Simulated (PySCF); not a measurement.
Geometries of 3 isomers of C6H6O, from PBE0-D3(BJ)/def2-SVP geometry optimisation, gas phase (PySCF 2.14.0). One conformer each, no zero-point energy, no frequencies.

Problem. Which is lowest in electronic energy at this level?
A.
```xyz
13
angstrom
C     -2.506    0.378    0.209
C     -1.584   -0.511   -0.185
C     -0.155   -0.306   -0.151
C      0.895   -1.115   -0.509
C      2.084   -0.372   -0.250
C      1.668    0.830    0.244
O      0.325    0.877    0.307
H     -2.216    1.358    0.597
H     -3.572    0.146    0.152
H     -1.892   -1.488   -0.570
H      0.816   -2.123   -0.910
H      3.113   -0.686   -0.409
H      2.196    1.718    0.583
```
B.
```xyz
13
angstrom
O      2.242   -0.662   -0.020
C      1.445    0.396    0.139
C      0.095    0.305    0.160
C     -0.728   -0.888    0.025
C     -2.029   -0.494    0.109
C     -2.082    0.950    0.300
C     -0.811    1.437    0.332
H      3.164   -0.389   -0.007
H      1.934    1.372    0.255
H     -0.346   -1.898   -0.118
H     -2.901   -1.147    0.045
H     -2.997    1.535    0.401
H     -0.503    2.474    0.461
```
C.
```xyz
13
angstrom
O      2.371   -0.288    0.044
C      1.024   -0.199    0.031
C      0.292   -1.391   -0.009
C     -1.098   -1.350   -0.023
C     -1.776   -0.130    0.002
C     -1.044    1.054    0.042
C      0.349    1.026    0.056
H      2.746    0.599    0.071
H      0.836   -2.338   -0.028
H     -1.659   -2.287   -0.055
H     -2.868   -0.105   -0.009
H     -1.559    2.018    0.062
H      0.920    1.959    0.087
```

Solution. C. That is `c1ccccc1O`, 28.3 kcal/mol below the next.

| SMILES | atoms numbered as above | E (Eh) | relative (kcal/mol) | relative (kJ/mol) | dipole (D) |
| --- | --- | --- | --- | --- | --- |
| Oc1ccccc1 | [OH:1][c:2]1[cH:3][cH:4][cH:5][cH:6][cH:7]1 | -306.90471 | 0.0 | 0.0 | 1.36 |
| C=Cc1ccco1 | [CH2:1]=[CH:2][c:3]1[cH:4][cH:5][cH:6][o:7]1 | -306.85968 | 28.3 | 118.2 | 0.70 |
| OC=C1C=CC=C1 | [OH:1][CH:2]=[C:3]1[CH:4]=[CH:5][CH:6]=[CH:7]1 | -306.85017 | 34.2 | 143.2 | 3.54 |

As drawn, the lowest has an aromatic ring, which the highest lacks; the highest has a C=C–OH unit and a C=C bond outside aromatic rings, which the lowest lacks.
